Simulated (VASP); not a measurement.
A run of VASP 6.6.1:

The input INCAR:

```
SYSTEM = KMgF3
ALGO = Fast
EDIFF = 1E-6
ENCUT = 520
GGA = PE
ISIF = 2
ISMEAR = 0
LASPH = .True.
LCHARG = .True.
LELF = .True.
LREAL = .False.
LVHAR = .True.
LWAVE = .False.
NBANDS = 24
NELM = 100
PREC = Accurate
SIGMA = 0.05
```

The input KPOINTS:

```
k-points
0
Gamma
  6 6 6
  0 0 0
```

Contents of POSCAR:

```
KMgF3
1.0
    4.4742467105      0.0000000000      0.0000000000
    0.0000000000      4.4742467105      0.0000000000
    0.0000000000      0.0000000000      3.1632924243
K Mg F
1 1 3
Direct
    0.5000000000      0.5000000000      0.5000000000
    0.0000000000      0.0000000000      0.0000000000
    0.5000000000      0.0000000000      0.0000000000
    0.0000000000      0.5000000000      0.0000000000
    0.0000000000      0.0000000000      0.5000000000
```

Potentials or basis: VASP PAW PBE potentials, release 64 (K_sv, Mg, F).

Run with:

```console
$ cat potpaw_PBE.64/K_sv/POTCAR potpaw_PBE.64/Mg/POTCAR potpaw_PBE.64/F/POTCAR > POTCAR
$ mpirun -np 1 vasp_std > vasp.out
```

Hardware: 1 thread of AMD EPYC 7R43 64-Core Processor (Zen 3), with other jobs on the host.

**Question.** How long does it take, and how much memory?

**Answer.** Wall time 110 s on 1 thread of AMD EPYC 7R43 64-Core Processor (Zen 3), on a shared host, peak memory 0.17 GiB. Counts: scf iterations 17, k points 40.
